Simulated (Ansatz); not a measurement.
## Molecular dynamics of SiO2

Input file:

```yaml
accuracy: low
crystal:
  lattice:
    - [-4.293563, -4.293563, 0.0]
    - [4.293563, -4.293563, 0.0]
    - [0.0, 0.0, 5.494414]
  atoms:
    - { symbol: Si, position: [0.5, 0.5, 0.0] }
    - { symbol: Si, position: [0.0, 0.5, 0.25] }
    - { symbol: O, position: [0.1937, 0.5, 0.0] }
    - { symbol: O, position: [0.0, 0.1937, 0.25] }
    - { symbol: O, position: [0.8063, 0.5, 0.0] }
    - { symbol: O, position: [0.0, 0.8063, 0.25] }
    - { symbol: Si, position: [0.5, 0.5, 0.5] }
    - { symbol: Si, position: [0.0, 0.5, 0.75] }
    - { symbol: O, position: [0.1937, 0.5, 0.5] }
    - { symbol: O, position: [0.0, 0.1937, 0.75] }
    - { symbol: O, position: [0.8063, 0.5, 0.5] }
    - { symbol: O, position: [0.0, 0.8063, 0.75] }
    - { symbol: Si, position: [0.0, 0.0, 0.0] }
    - { symbol: Si, position: [0.5, 0.0, 0.25] }
    - { symbol: O, position: [0.6937, 0.0, 0.0] }
    - { symbol: O, position: [0.5, 0.6937, 0.25] }
    - { symbol: O, position: [0.3063, 0.0, 0.0] }
    - { symbol: O, position: [0.5, 0.3063, 0.25] }
    - { symbol: Si, position: [0.0, 0.0, 0.5] }
    - { symbol: Si, position: [0.5, 0.0, 0.75] }
    - { symbol: O, position: [0.6937, 0.0, 0.5] }
    - { symbol: O, position: [0.5, 0.6937, 0.75] }
    - { symbol: O, position: [0.3063, 0.0, 0.5] }
    - { symbol: O, position: [0.5, 0.3063, 0.75] }
basis:
  ecutwfc: 420.0
kpoints:
  mp_grid: { grid: [2, 2, 2] }
hamiltonian:
  xc: pbesol
scf:
  occupations: { method: fermi_dirac, width: 0.24 }
  lower_state_search: "off"
md:
  timestep: 1.12
  n_steps: 90
  ensemble: nvt_langevin
  temperature: 2800.0
  initial_velocities: maxwell_boltzmann
  seed: 74732
  friction: 0.02
```

Launched with:

```bash
$ ansatz run input.yaml --threads 1 --pin off --max-ram 3072MiB --backend cpu --events-out ev --progress --plain --runs-dir out
```

It starts from an unrelaxed structure (largest force component 0.27 eV/Å).

Output, in part (step lines):

```
md step     0: t =     0.00 fs  T =  2683.3 K  F+E_penalty+E_count = -13970.29620778 eV  E_kin = 8.324344 eV  (7 SCF iters)
md step     1: t =     1.12 fs  T =  2363.2 K  F+E_penalty+E_count = -13970.16494581 eV  E_kin = 7.331276 eV  (8 SCF iters)
md step     2: t =     2.24 fs  T =  2273.0 K  F+E_penalty+E_count = -13969.82483509 eV  E_kin = 7.051238 eV  (8 SCF iters)
md step     3: t =     3.36 fs  T =  2115.7 K  F+E_penalty+E_count = -13969.30586688 eV  E_kin = 6.563363 eV  (8 SCF iters)
md step     4: t =     4.48 fs  T =  2154.7 K  F+E_penalty+E_count = -13968.63437781 eV  E_kin = 6.684313 eV  (8 SCF iters)
md step     5: t =     5.60 fs  T =  1753.1 K  F+E_penalty+E_count = -13967.87793325 eV  E_kin = 5.438403 eV  (6 SCF iters)
md step     6: t =     6.72 fs  T =  1530.6 K  F+E_penalty+E_count = -13967.14005647 eV  E_kin = 4.748261 eV  (7 SCF iters)
md step     7: t =     7.84 fs  T =  1547.6 K  F+E_penalty+E_count = -13966.40574310 eV  E_kin = 4.800941 eV  (7 SCF iters)
md step     8: t =     8.96 fs  T =  1376.7 K  F+E_penalty+E_count = -13965.70062973 eV  E_kin = 4.270861 eV  (7 SCF iters)
md step     9: t =    10.08 fs  T =  1309.8 K  F+E_penalty+E_count = -13965.06971487 eV  E_kin = 4.063466 eV  (7 SCF iters)
md step    10: t =    11.20 fs  T =  1126.2 K  F+E_penalty+E_count = -13964.55033590 eV  E_kin = 3.493858 eV  (8 SCF iters)
md step    11: t =    12.32 fs  T =  1109.8 K  F+E_penalty+E_count = -13964.18959285 eV  E_kin = 3.443006 eV  (7 SCF iters)
md step    12: t =    13.44 fs  T =  1163.7 K  F+E_penalty+E_count = -13963.93465547 eV  E_kin = 3.610166 eV  (6 SCF iters)
md step    13: t =    14.56 fs  T =  1269.1 K  F+E_penalty+E_count = -13963.75686535 eV  E_kin = 3.937168 eV  (7 SCF iters)
md step    14: t =    15.68 fs  T =  1272.4 K  F+E_penalty+E_count = -13963.69397708 eV  E_kin = 3.947251 eV  (7 SCF iters)
md step    15: t =    16.80 fs  T =  1459.2 K  F+E_penalty+E_count = -13963.77976842 eV  E_kin = 4.526935 eV  (7 SCF iters)
md step    16: t =    17.92 fs  T =  1526.1 K  F+E_penalty+E_count = -13963.94092978 eV  E_kin = 4.734468 eV  (6 SCF iters)
md step    17: t =    19.04 fs  T =  1592.6 K  F+E_penalty+E_count = -13964.07516372 eV  E_kin = 4.940537 eV  (7 SCF iters)
md step    18: t =    20.16 fs  T =  1839.6 K  F+E_penalty+E_count = -13964.16242733 eV  E_kin = 5.706737 eV  (6 SCF iters)
md step    19: t =    21.28 fs  T =  1915.7 K  F+E_penalty+E_count = -13964.22243956 eV  E_kin = 5.942935 eV  (7 SCF iters)
md step    20: t =    22.40 fs  T =  2114.3 K  F+E_penalty+E_count = -13964.26196014 eV  E_kin = 6.559051 eV  (8 SCF iters)
md step    21: t =    23.52 fs  T =  2205.5 K  F+E_penalty+E_count = -13964.27149275 eV  E_kin = 6.842054 eV  (7 SCF iters)
md step    22: t =    24.64 fs  T =  2350.9 K  F+E_penalty+E_count = -13964.23456971 eV  E_kin = 7.293115 eV  (7 SCF iters)
md step    23: t =    25.76 fs  T =  2401.2 K  F+E_penalty+E_count = -13964.14058717 eV  E_kin = 7.449032 eV  (6 SCF iters)
md step    24: t =    26.88 fs  T =  2137.1 K  F+E_penalty+E_count = -13963.97800460 eV  E_kin = 6.629734 eV  (7 SCF iters)
md step    25: t =    28.00 fs  T =  2226.4 K  F+E_penalty+E_count = -13963.80330876 eV  E_kin = 6.906740 eV  (7 SCF iters)
md step    26: t =    29.12 fs  T =  2363.0 K  F+E_penalty+E_count = -13963.70608823 eV  E_kin = 7.330490 eV  (7 SCF iters)
md step    27: t =    30.24 fs  T =  2416.6 K  F+E_penalty+E_count = -13963.65496434 eV  E_kin = 7.497019 eV  (7 SCF iters)
md step    28: t =    31.36 fs  T =  2461.4 K  F+E_penalty+E_count = -13963.60206298 eV  E_kin = 7.635753 eV  (7 SCF iters)
md step    29: t =    32.48 fs  T =  2398.8 K  F+E_penalty+E_count = -13963.51508882 eV  E_kin = 7.441662 eV  (7 SCF iters)
md step    30: t =    33.60 fs  T =  2416.0 K  F+E_penalty+E_count = -13963.33752581 eV  E_kin = 7.494885 eV  (7 SCF iters)
md step    31: t =    34.72 fs  T =  2363.3 K  F+E_penalty+E_count = -13963.06131931 eV  E_kin = 7.331633 eV  (6 SCF iters)
md step    32: t =    35.84 fs  T =  2142.6 K  F+E_penalty+E_count = -13962.70705653 eV  E_kin = 6.646769 eV  (6 SCF iters)
md step    33: t =    36.96 fs  T =  2009.0 K  F+E_penalty+E_count = -13962.32271557 eV  E_kin = 6.232461 eV  (6 SCF iters)
md step    34: t =    38.08 fs  T =  2169.9 K  F+E_penalty+E_count = -13961.98288708 eV  E_kin = 6.731674 eV  (6 SCF iters)
md step    35: t =    39.20 fs  T =  2248.8 K  F+E_penalty+E_count = -13961.74342703 eV  E_kin = 6.976448 eV  (6 SCF iters)
md step    36: t =    40.32 fs  T =  2207.5 K  F+E_penalty+E_count = -13961.64437803 eV  E_kin = 6.848311 eV  (6 SCF iters)
md step    37: t =    41.44 fs  T =  2504.7 K  F+E_penalty+E_count = -13961.69856564 eV  E_kin = 7.770327 eV  (7 SCF iters)
md step    38: t =    42.56 fs  T =  2460.6 K  F+E_penalty+E_count = -13961.80023956 eV  E_kin = 7.633416 eV  (6 SCF iters)
md step    39: t =    43.68 fs  T =  2440.9 K  F+E_penalty+E_count = -13961.84792648 eV  E_kin = 7.572341 eV  (7 SCF iters)
md step    40: t =    44.80 fs  T =  2488.0 K  F+E_penalty+E_count = -13961.84745448 eV  E_kin = 7.718336 eV  (7 SCF iters)
md step    41: t =    45.92 fs  T =  2553.4 K  F+E_penalty+E_count = -13961.81633752 eV  E_kin = 7.921254 eV  (6 SCF iters)
md step    42: t =    47.04 fs  T =  2429.1 K  F+E_penalty+E_count = -13961.80570097 eV  E_kin = 7.535755 eV  (6 SCF iters)
md step    43: t =    48.16 fs  T =  2385.3 K  F+E_penalty+E_count = -13961.85587959 eV  E_kin = 7.399839 eV  (6 SCF iters)
md step    44: t =    49.28 fs  T =  2594.1 K  F+E_penalty+E_count = -13961.92181333 eV  E_kin = 8.047478 eV  (6 SCF iters)
md step    45: t =    50.40 fs  T =  2570.7 K  F+E_penalty+E_count = -13961.92825580 eV  E_kin = 7.974902 eV  (6 SCF iters)
md step    46: t =    51.52 fs  T =  2707.8 K  F+E_penalty+E_count = -13961.85813289 eV  E_kin = 8.400384 eV  (6 SCF iters)
md step    47: t =    52.64 fs  T =  2678.7 K  F+E_penalty+E_count = -13961.79289400 eV  E_kin = 8.310013 eV  (6 SCF iters)
md step    48: t =    53.76 fs  T =  2528.9 K  F+E_penalty+E_count = -13961.82721917 eV  E_kin = 7.845277 eV  (6 SCF iters)
md step    49: t =    54.88 fs  T =  2751.2 K  F+E_penalty+E_count = -13961.96334263 eV  E_kin = 8.534903 eV  (6 SCF iters)
md step    50: t =    56.00 fs  T =  2805.8 K  F+E_penalty+E_count = -13962.16425593 eV  E_kin = 8.704332 eV  (7 SCF iters)
md step    51: t =    57.12 fs  T =  2824.9 K  F+E_penalty+E_count = -13962.38792095 eV  E_kin = 8.763613 eV  (6 SCF iters)
md step    52: t =    58.24 fs  T =  2911.3 K  F+E_penalty+E_count = -13962.64553731 eV  E_kin = 9.031603 eV  (6 SCF iters)
md step    53: t =    59.36 fs  T =  3005.2 K  F+E_penalty+E_count = -13962.88726758 eV  E_kin = 9.322844 eV  (6 SCF iters)
md step    54: t =    60.48 fs  T =  2884.2 K  F+E_penalty+E_count = -13963.06826342 eV  E_kin = 8.947514 eV  (6 SCF iters)
md step    55: t =    61.60 fs  T =  3113.5 K  F+E_penalty+E_count = -13963.24045354 eV  E_kin = 9.658852 eV  (6 SCF iters)
md step    56: t =    62.72 fs  T =  3059.6 K  F+E_penalty+E_count = -13963.39224905 eV  E_kin = 9.491574 eV  (6 SCF iters)
md step    57: t =    63.84 fs  T =  3234.5 K  F+E_penalty+E_count = -13963.45212180 eV  E_kin = 10.034339 eV  (6 SCF iters)
md step    58: t =    64.96 fs  T =  3445.9 K  F+E_penalty+E_count = -13963.33439893 eV  E_kin = 10.690037 eV  (6 SCF iters)
md step    59: t =    66.08 fs  T =  3210.1 K  F+E_penalty+E_count = -13963.02278860 eV  E_kin = 9.958586 eV  (6 SCF iters)
md step    60: t =    67.20 fs  T =  3053.9 K  F+E_penalty+E_count = -13962.58671940 eV  E_kin = 9.474044 eV  (7 SCF iters)
md step    61: t =    68.32 fs  T =  2726.7 K  F+E_penalty+E_count = -13962.13418473 eV  E_kin = 8.459011 eV  (6 SCF iters)
md step    62: t =    69.44 fs  T =  2644.0 K  F+E_penalty+E_count = -13961.70586115 eV  E_kin = 8.202271 eV  (6 SCF iters)
md step    63: t =    70.56 fs  T =  2455.5 K  F+E_penalty+E_count = -13961.27755180 eV  E_kin = 7.617633 eV  (6 SCF iters)
md step    64: t =    71.68 fs  T =  2433.0 K  F+E_penalty+E_count = -13960.93899293 eV  E_kin = 7.547611 eV  (6 SCF iters)
md step    65: t =    72.80 fs  T =  2200.1 K  F+E_penalty+E_count = -13960.78045428 eV  E_kin = 6.825250 eV  (6 SCF iters)
md step    66: t =    73.92 fs  T =  2077.9 K  F+E_penalty+E_count = -13960.76465627 eV  E_kin = 6.446207 eV  (6 SCF iters)
md step    67: t =    75.04 fs  T =  1889.6 K  F+E_penalty+E_count = -13960.82701212 eV  E_kin = 5.861974 eV  (6 SCF iters)
md step    68: t =    76.16 fs  T =  2003.4 K  F+E_penalty+E_count = -13960.98187789 eV  E_kin = 6.214979 eV  (6 SCF iters)
md step    69: t =    77.28 fs  T =  1946.1 K  F+E_penalty+E_count = -13961.20627636 eV  E_kin = 6.037399 eV  (6 SCF iters)
md step    70: t =    78.40 fs  T =  2139.3 K  F+E_penalty+E_count = -13961.48539548 eV  E_kin = 6.636546 eV  (8 SCF iters)
md step    71: t =    79.52 fs  T =  2556.0 K  F+E_penalty+E_count = -13961.81251478 eV  E_kin = 7.929391 eV  (7 SCF iters)
md step    72: t =    80.64 fs  T =  2736.9 K  F+E_penalty+E_count = -13962.13822463 eV  E_kin = 8.490417 eV  (7 SCF iters)
md step    73: t =    81.76 fs  T =  2755.0 K  F+E_penalty+E_count = -13962.44445874 eV  E_kin = 8.546825 eV  (7 SCF iters)
md step    74: t =    82.88 fs  T =  2808.6 K  F+E_penalty+E_count = -13962.74763532 eV  E_kin = 8.712821 eV  (7 SCF iters)
md step    75: t =    84.00 fs  T =  2959.5 K  F+E_penalty+E_count = -13963.04446157 eV  E_kin = 9.181017 eV  (7 SCF iters)
md step    76: t =    85.12 fs  T =  3219.8 K  F+E_penalty+E_count = -13963.31481110 eV  E_kin = 9.988650 eV  (6 SCF iters)
md step    77: t =    86.24 fs  T =  3174.7 K  F+E_penalty+E_count = -13963.52880871 eV  E_kin = 9.848549 eV  (6 SCF iters)
md step    78: t =    87.36 fs  T =  3507.1 K  F+E_penalty+E_count = -13963.65054097 eV  E_kin = 10.879737 eV  (7 SCF iters)
md step    79: t =    88.48 fs  T =  3416.7 K  F+E_penalty+E_count = -13963.69640941 eV  E_kin = 10.599457 eV  (7 SCF iters)
md step    80: t =    89.60 fs  T =  3448.3 K  F+E_penalty+E_count = -13963.74879515 eV  E_kin = 10.697514 eV  (8 SCF iters)
md step    81: t =    90.72 fs  T =  3665.4 K  F+E_penalty+E_count = -13963.81793154 eV  E_kin = 11.370867 eV  (7 SCF iters)
md step    82: t =    91.84 fs  T =  3609.8 K  F+E_penalty+E_count = -13963.89103966 eV  E_kin = 11.198588 eV  (7 SCF iters)
md step    83: t =    92.96 fs  T =  3564.5 K  F+E_penalty+E_count = -13963.91892829 eV  E_kin = 11.058053 eV  (7 SCF iters)
md step    84: t =    94.08 fs  T =  3671.1 K  F+E_penalty+E_count = -13963.82627610 eV  E_kin = 11.388759 eV  (7 SCF iters)
md step    85: t =    95.20 fs  T =  3612.8 K  F+E_penalty+E_count = -13963.63926342 eV  E_kin = 11.207913 eV  (7 SCF iters)
md step    86: t =    96.32 fs  T =  3655.6 K  F+E_penalty+E_count = -13963.37019351 eV  E_kin = 11.340612 eV  (7 SCF iters)
md step    87: t =    97.44 fs  T =  3398.8 K  F+E_penalty+E_count = -13962.94579076 eV  E_kin = 10.543882 eV  (7 SCF iters)
md step    88: t =    98.56 fs  T =  3121.3 K  F+E_penalty+E_count = -13962.41343620 eV  E_kin = 9.683031 eV  (7 SCF iters)
md step    89: t =    99.68 fs  T =  2927.4 K  F+E_penalty+E_count = -13961.81414773 eV  E_kin = 9.081430 eV  (7 SCF iters)
md step    90: t =   100.80 fs  T =  2318.4 K  F+E_penalty+E_count = -13961.23253000 eV  E_kin = 7.192229 eV  (7 SCF iters)
```

All steps were run. A run of 0.1 ps of so small a system gives no equilibrium averages. Limits of this set-up: coarse k mesh, low accuracy level.

Mean squared displacements from the first frame to the last, about the centre of mass: Si 0.05 Å², O 0.06 Å².

Last frame:

```xyz
24
Lattice="-4.2936 -4.2936 0.0000 4.2936 -4.2936 0.0000 0.0000 0.0000 5.4944" Properties=species:S:1:pos:R:3
Si -0.157 -4.193 0.022
Si 1.929 -1.924 1.172
O 1.472 -2.746 -0.104
O 0.565 -0.475 1.099
O -1.368 -5.252 -0.251
O 3.337 -3.317 1.150
Si -0.213 -4.088 2.638
Si 1.908 -1.876 3.993
O 1.086 -2.442 2.412
O 0.831 -0.509 3.901
O -1.496 -5.279 2.561
O 3.287 -3.296 3.866
Si -0.113 0.310 -0.358
Si -2.352 -2.176 1.225
O -3.140 -2.474 -0.332
O 0.898 -4.702 1.301
O -1.085 -0.924 -0.197
O -0.953 -3.301 1.409
Si -0.126 0.222 2.564
Si -2.029 -1.625 3.997
O -2.827 -2.739 2.813
O 0.827 -4.686 4.088
O -1.546 -1.002 2.662
O -0.709 -3.211 4.187
```

Time of the run: 11 min on 1 CPU thread of a shared host.
